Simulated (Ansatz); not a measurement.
**CaO: electrostatic potential with BLYP+D3(BJ)-ATM**

The system is CaO.

```xyz
2
Lattice="0.0000 2.4036 2.4036 2.4036 0.0000 2.4036 2.4036 2.4036 0.0000" Properties=species:S:1:pos:R:3 pbc="T T T"
Ca    0.0000    0.0000    0.0000
O     2.4036    2.4036    2.4036
```

The cell is a database's computed one.

```json
{
 "Program": "Ansatz 0.2.0",
 "Task": "electrostatic potential",
 "Functional": "BLYP",
 "Dispersion": "D3(BJ)-ATM",
 "Potentials or basis": "JTH PAW",
 "Cutoff": "1380 eV (not typed: the program's choice for these potentials)",
 "k mesh": "10 × 10 × 10",
 "Occupations": "fermi-dirac, width 0.05 eV",
 "Spin": "no spin polarisation"
}
```

The pressure is -2.7 GPa and the band gap on the k mesh is 3.75 eV, indirect (least direct gap 4.11 eV).

Levels at points of the mesh, in eV from the valence-band top:
| k point | band 4 | band 5 | band 6 | band 7 | band 8 | band 9 | band 10 | band 11 | band 12 |
| --- | --- | --- | --- | --- | --- | --- | --- | --- | --- |
| (0.00, 0.00, 0.00) | -18.50 | -15.43 | 0.00 | 0.00 | 0.00 | 4.98 | 6.19 | 6.19 | 6.19 |
| (0.00, 0.00, -0.50) | -18.56 | -14.28 | -2.56 | -1.19 | -1.19 | 7.07 | 8.26 | 8.26 | 8.81 |
| (0.00, -0.50, -0.50) | -18.72 | -15.20 | -1.25 | -0.37 | -0.37 | 3.75 | 8.00 | 8.78 | 9.39 |

Run time: 5 s on 1 thread of Arm Neoverse V2, on a shared host, peak memory 0.4 GiB.

A k mesh can miss the band edges.
